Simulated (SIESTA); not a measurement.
The system is WC (Qusongite).

```xyz
2
Lattice="2.9065 0.0000 0.0000 -1.4532 2.5171 0.0000 0.0000 0.0000 2.8366" Properties=species:S:1:pos:R:3 pbc="T T T"
W     0.0000    0.0000    0.0000
C     1.4533    0.8390    1.4183
```

Base run:

* Program: SIESTA 5.4.2
* Functional: vdW-DF-cx
* Potentials or basis: PseudoDojo 0.4 standard (PBE files)
* Basis: DZP (energy shift 0.003 Ry; two zetas on semicore shells)
* Grid cutoff: 800 Ry
* Energy shift: 0.003 Ry
* k mesh: 10 × 10 × 9
* Occupations: fermi-dirac, width 0.05 eV
* Spin: no spin polarisation

Its results: band gap on the k mesh none (metal or under the smearing width); pressure 5.3 GPa.

**Question.** The run is repeated on the same cell with these changes: functional from vdW-DF-cx to PBE. What comes out?

**Answer.** Band gap on the k mesh none (metal or under the smearing width); pressure 11.6 GPa.

Caveats: short orbitals over semicore shells can move pressures by several GPa; spin-orbit coupling is left out, which moves the levels of the heavy elements; the basis of atomic orbitals isn't converged, which shifts pressures, moduli and gaps; the potentials were made for another functional, which shifts forces and pressure (some runs).
